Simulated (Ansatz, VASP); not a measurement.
# Cross-check of InAs between VASP and Ansatz, part 2 of 2

One calculation is typed for both programs; each brings its own data sets and cutoff. How far apart do they land? The cell is taken from a series of VASP runs on this material, whose earlier steps may have relaxed, scaled or displaced it; both programs get it as it stands.

VASP 6.6.1 and Ansatz 0.2.0.

So far: The starting structure; Ansatz: band structure, HSE06.

## Step 3: VASP: band structure, HSE06

Level of this step: HSE06; plane waves and PAW (In_d, As) (VASP).

The same cell, functional, mesh and smearing now go to VASP, with its own data sets and cutoff.

Lines of VASP's logs that name or quote its potential files are left out, and so is its time.

The run reads the wave functions of an earlier VASP run, which isn't shown here.

INCAR

```
SYSTEM = InAs
PREC = Accurate
ENCUT = 350
EDIFF = 1E-06
NELM = 100
ISMEAR = 0
SIGMA = 0.03
LREAL = .FALSE.
ALGO = Normal
LHFCALC = .TRUE.
AEXX = 0.25
GGA = PE
HFSCREEN = 0.2
LASPH = .TRUE.
NBANDS = 15
PRECFOCK = Fast
LORBIT = 11
LWAVE = .FALSE.
LCHARG = .FALSE.
KPAR = 4
```

POSCAR

```
InAs
1.0
    0.0000000000      3.0290000000      3.0290000000
    3.0290000000      0.0000000000      3.0290000000
    3.0290000000      3.0290000000      0.0000000000
In As
1 1
Direct
    0.0000000000      0.0000000000      0.0000000000
    0.7500000000      0.7500000000      0.7500000000
```

KPOINTS

```
Automatic mesh
0
Gamma
4 4 4
0 0 0
```

KPOINTS_OPT

```
Line mode
10
Line-mode
Reciprocal
  0.00000000   0.00000000   0.00000000 GAMMA
  0.50000000   0.00000000   0.50000000 X

  0.50000000   0.00000000   0.50000000 X
  0.50000000   0.25000000   0.75000000 W

  0.50000000   0.25000000   0.75000000 W
  0.37500000   0.37500000   0.75000000 K

  0.37500000   0.37500000   0.75000000 K
  0.00000000   0.00000000   0.00000000 GAMMA

  0.00000000   0.00000000   0.00000000 GAMMA
  0.50000000   0.50000000   0.50000000 L

  0.50000000   0.50000000   0.50000000 L
  0.62500000   0.25000000   0.62500000 U

  0.62500000   0.25000000   0.62500000 U
  0.50000000   0.25000000   0.75000000 W

  0.50000000   0.25000000   0.75000000 W
  0.50000000   0.50000000   0.50000000 L

  0.50000000   0.50000000   0.50000000 L
  0.37500000   0.37500000   0.75000000 K

  0.62500000   0.25000000   0.62500000 U
  0.50000000   0.00000000   0.50000000 X
```

The projector-augmented-wave data sets are In_d and As (PBE family, release 64).

The run is started by

```bash
mpirun -np 4 vasp_std
```

Numbers of over 12 decimals in the logs are rounded to 6 here.

The log of the run:

```text
[banner, memory and clock lines left out]
running    4 mpi-ranks, on    1 nodes
 distrk:  each k-point on    1 cores,    4 groups
 distr:  one band on    1 cores,    1 groups

 POSCAR found type information on POSCAR InAs
 POSCAR found :  2 types and       2 ions
 LDA part: xc-table for (Slater+PW92), standard interpolation
 found WAVECAR, reading the header
 POSCAR, INCAR and KPOINTS ok, starting setup
 FFT: planning ... GRIDC
 FFT: planning ... GRID_SOFT
 FFT: planning ... GRID
 reading WAVECAR
 the WAVECAR file was read successfully
 initial charge from wavefunction
 entering main loop
       N       E                     dE             d eps       ncg     rms          rms(c)
DAV:   1    -0.912539268828E+01   -0.91254E+01   -0.11698E+00   296   0.174E+01    0.324E+00
DAV:   2    -0.913598716391E+01   -0.10594E-01   -0.81038E-02   322   0.307E+00    0.417E+00
DAV:   3    -0.913210812192E+01    0.38790E-02   -0.69709E-03   333   0.136E+00    0.292E+00
DAV:   4    -0.913099758280E+01    0.11105E-02   -0.12779E-03   357   0.490E-01    0.193E+00
DAV:   5    -0.913073297344E+01    0.26461E-03   -0.28990E-04   290   0.196E-01    0.119E+00
DAV:   6    -0.913066221947E+01    0.70754E-04   -0.59337E-05   291   0.893E-02    0.727E-01
DAV:   7    -0.913064049687E+01    0.21723E-04   -0.12328E-05   268   0.425E-02    0.439E-01
DAV:   8    -0.913063434741E+01    0.61495E-05   -0.45168E-06   261   0.217E-02    0.264E-01
DAV:   9    -0.913063351277E+01    0.83464E-06   -0.17156E-06   275   0.114E-02
   1 F= -.91306335E+01 E0= -.91306335E+01  d E =-.652897E-19
 Start KPOINTS_OPT (optional k-point list driver)
k-point batch [1-8\100]
       N       E                     dE             ncg
DAV:   1     0.739916555090E+02   -0.16965E+04      248
DAV:   2    -0.907285802723E+03   -0.98128E+03      247
DAV:   3    -0.979925505141E+03   -0.72640E+02      310
DAV:   4    -0.982476079928E+03   -0.25506E+01      319
DAV:   5    -0.982540235210E+03   -0.64155E-01      361
DAV:   6    -0.982542985598E+03   -0.27504E-02      379
DAV:   7    -0.982543021596E+03   -0.35998E-04      347
DAV:   8    -0.982543022089E+03   -0.49297E-06      275
[...]
k-point batch [97-100\100]
       N       E                     dE             ncg
DAV:   1     0.212384424443E+04   -0.19876E+04      120
DAV:   2     0.164408967494E+04   -0.47975E+03      127
DAV:   3     0.161100107746E+04   -0.33089E+02      148
DAV:   4     0.161009700206E+04   -0.90408E+00      170
DAV:   5     0.161006064627E+04   -0.36356E-01      200
DAV:   6     0.161006012862E+04   -0.51766E-03      184
DAV:   7     0.161006011461E+04   -0.14001E-04      200
DAV:   8     0.161006011448E+04   -0.13290E-06      144
```

From OUTCAR (step 3):

```text
ion  position               nearest neighbor table
   1  0.000  0.000  0.000-   2 2.62   2 2.62   2 2.62   2 2.62
   2  0.750  0.750  0.750-   1 2.62   1 2.62   1 2.62   1 2.62

  LATTYP: Found a face centered cubic cell.
 ALAT       =     6.0580000000

 Subroutine GETGRP returns: Found 24 space group operations
 (whereof 24 operations were pure point group operations)

The static configuration has the point symmetry T_d .

 Found      8 irreducible k-points:

   k-points           NKPTS =      8   k-points in BZ     NKDIM =     64   number of bands    NBANDS=     15

   dimension x,y,z NGX =    28 NGY =   28 NGZ =   28
   dimension x,y,z NGXF=    56 NGYF=   56 NGZF=   56

   ENCUT  =  350.0 eV  25.72 Ry    5.07 a.u.   6.53  6.53  6.53*2*pi/ulx,y,z

   NELECT =      18.0000    total number of electrons

 k-points in reciprocal lattice and weights: Automatic mesh
   0.00000000  0.00000000  0.00000000       0.016
   0.25000000  0.00000000  0.00000000       0.125
   0.50000000  0.00000000  0.00000000       0.062
   0.25000000  0.25000000  0.00000000       0.094
   0.50000000  0.25000000  0.00000000       0.375
  -0.25000000  0.25000000  0.00000000       0.188
   0.50000000  0.50000000  0.00000000       0.047
  -0.25000000  0.50000000  0.25000000       0.094

  exchange ACFDT corr.  =         0.00000000  see jH, gK, PRB 81, 115126

 average (electrostatic) potential at core
       1 -90.4401       2 -45.8262

 E-fermi :   4.2320

 k-point     1 :       0.0000    0.0000    0.0000
  band No.  band energies     occupation
    ...
      5     -11.9605      2.00000
      6      -8.9302      2.00000
      7       4.0494      2.00000
      8       4.0494      2.00000
      9       4.0494      2.00000
     10       4.6146      0.00000
     11       8.7380      0.00000
     12       8.7380      0.00000
     13       8.7380      0.00000
     14      12.5210      0.00000
    ...

 k-point     2 :       0.2500    0.0000    0.0000
  band No.  band energies     occupation
    ...
      5     -11.9590      2.00000
      6      -8.2787      2.00000
      7       0.1610      2.00000
      8       3.4431      2.00000
      9       3.4431      2.00000
     10       6.0351      0.00000
     11       9.4927      0.00000
     12       9.4927      0.00000
     13      10.0794      0.00000
     14      13.3145      0.00000
    ...

 k-point     3 :       0.5000    0.0000    0.0000
  band No.  band energies     occupation
    ...
      5     -11.9529      2.00000
      6      -7.3342      2.00000
      7      -2.1719      2.00000
      8       2.9876      2.00000
      9       2.9876      2.00000
     10       5.7316      0.00000
     11       9.5229      0.00000
     12       9.5229      0.00000
     13      11.7800      0.00000
     14      14.1596      0.00000
    ...

  energy-cutoff  :      350.00
  volume of cell :       55.58
      direct lattice vectors                 reciprocal lattice vectors
     0.000000000  3.029000000  3.029000000    -0.165070981  0.165070981  0.165070981
     3.029000000  0.000000000  3.029000000     0.165070981 -0.165070981  0.165070981
     3.029000000  3.029000000  0.000000000     0.165070981  0.165070981 -0.165070981

 POSITION                                       TOTAL-FORCE (eV/Angst)
 -----------------------------------------------------------------------------------
      0.00000      0.00000      0.00000         0.000000      0.000000      0.000000
      4.54350      4.54350      4.54350        -0.000000     -0.000000     -0.000000
 -----------------------------------------------------------------------------------
    total drift:                               -0.000081     -0.000076     -0.000043

  FREE ENERGIE OF THE ION-ELECTRON SYSTEM (eV)
  ---------------------------------------------------
  free  energy   TOTEN  =        -9.1306335128 eV

  energy  without entropy=       -9.1306335128  energy(sigma->0) =       -9.13063351

 total charge
# of ion       s       p       d       tot
------------------------------------------
    1        0.844   0.751   9.904  11.499
    2        1.216   1.636   0.021   2.873
--------------------------------------------------
tot          2.060   2.387   9.926  14.372

[... 3 further parts left out ...]
```

The k-mesh is coarse for exact exchange; levels may shift by about 0.1 eV on a finer one.

## Step 4: Differences

Known differences besides the potentials themselves: exact exchange at q = 0 is treated differently, which shows on coarse meshes; VASP keeps PBE cores, Ansatz makes them for the functional; the data sets hold 28 valence electrons in Ansatz (default PAW (the set named soft_2) files) and 18 in VASP; the cutoff is 420 eV in Ansatz and 350 eV in VASP; VASP takes a coarser grid for exact exchange (PRECFOCK = Fast). Total energies have different zeros and are not compared.

Compared:

```csv
quantity,Ansatz,VASP,difference
gap over the path points (eV),0.568,0.565,+0.003
```

Levels at points of the path, from each program's valence-band top (eV; 3 filled, then empty):

```csv
k (reciprocal lattice),Ansatz,VASP
0.000 0.000 0.000,0.00 0.00 0.00 0.57 4.68 4.68,0.00 0.00 0.00 0.56 4.69 4.69
0.500 0.000 0.500,-6.30 -2.51 -2.51 2.15 2.75 10.32,-6.29 -2.50 -2.50 2.16 2.76 10.31
0.500 0.222 0.722,-6.14 -3.16 -3.05 4.72 5.00 6.20,-6.13 -3.15 -3.04 4.73 5.00 6.21
0.403 0.347 0.750,-6.14 -3.50 -2.21 2.96 5.12 7.83,-6.13 -3.49 -2.20 2.97 5.12 7.83
0.125 0.125 0.250,-2.96 -1.15 -0.26 2.56 4.72 5.12,-2.96 -1.15 -0.26 2.56 4.72 5.13
0.278 0.278 0.278,-4.31 -0.70 -0.70 1.94 5.49 5.49,-4.31 -0.69 -0.69 1.94 5.49 5.49
0.556 0.389 0.556,-6.11 -2.49 -1.43 2.95 5.08 6.33,-6.10 -2.48 -1.42 2.96 5.08 6.33
0.583 0.250 0.667,-6.14 -3.47 -2.32 3.18 5.13 7.48,-6.13 -3.46 -2.31 3.19 5.14 7.49
0.500 0.306 0.694,-6.08 -3.39 -2.55 4.52 5.05 6.16,-6.07 -3.38 -2.54 4.52 5.06 6.17
0.486 0.486 0.528,-6.22 -1.22 -1.09 1.83 5.39 5.53,-6.21 -1.21 -1.09 1.83 5.40 5.53
```

Among the levels compared at these points, filled levels agree within 11 meV and empty ones within 10 meV.

## Step 5: What came out

| Item | Value |
| --- | --- |
| difference in gap over the path points (band structure, HSE06) | 0.0028 eV |

What this shows: The difference in gap over the path points is 0.0028 eV (band structure, HSE06), within the 0.08 eV picked in this series as the mark of a large difference. How closely two codes agree says nothing of how well the functional describes the real material.

[Lines on the potential files, build, host, timing and source positions are cut from VASP's logs without a mark.]

[Logs are printed without paths, hosts, clocks, repeated set-up lines and the standing remarks that a program may print on its own settings, such as how far it seeks lower states.]

[Hosts, paths, dates, database ids (printed as entryN), source tags and the programs' standing remarks are cut or masked in the printed files.]
